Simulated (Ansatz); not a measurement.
Crystal: HfC.

```
CELL_PARAMETERS angstrom
0.00000 2.32500 2.32500
2.32500 0.00000 2.32500
2.32500 2.32500 0.00000
ATOMIC_POSITIONS crystal
Hf 0.50000 0.50000 0.50000
C 0.00000 0.00000 0.00000
```

Base run:

| Quantity | Value |
| --- | --- |
| Program | Ansatz 0.2.0 |
| Functional | PBEsol |
| Potentials or basis | Ansatz PAW |
| Cutoff | 420 eV (not typed: the program's choice for these potentials) |
| k mesh | 10 × 10 × 10 |
| Occupations | fermi-dirac, width 0.05 eV |
| Spin | no spin polarisation |
| Hubbard terms | Hf d U = 3 eV |

Its results: band gap on the k mesh none (metal or under the smearing width); pressure -1.5 GPa.

Task: After a change of settings the same cell gave: band gap on the k mesh none (metal or under the smearing width); pressure 0.4 GPa. Which change was it?
A. hubbard terms from Hf d U = 3 eV to none; hubbard projectors from ortho-atomic (the default) to none
B. hubbard terms from Hf d U = 3 eV to Hf d U = 6 eV
C. hubbard terms from Hf d U = 3 eV to Hf d U = 4 eV
D. spin from no spin polarisation to spin-orbit coupling, no magnetisation; hubbard terms from Hf d U = 3 eV to none; hubbard projectors from ortho-atomic (the default) to none; potential files from those of the base run to others of the same set

Result: C.

Caveats: U without spin polarisation on a metal has little footing; the PAW data sets come from PBE, with cores solved anew for the run's functional, which leaves a small shift of forces and pressure; the U is typed as a test and isn't derived for this compound.
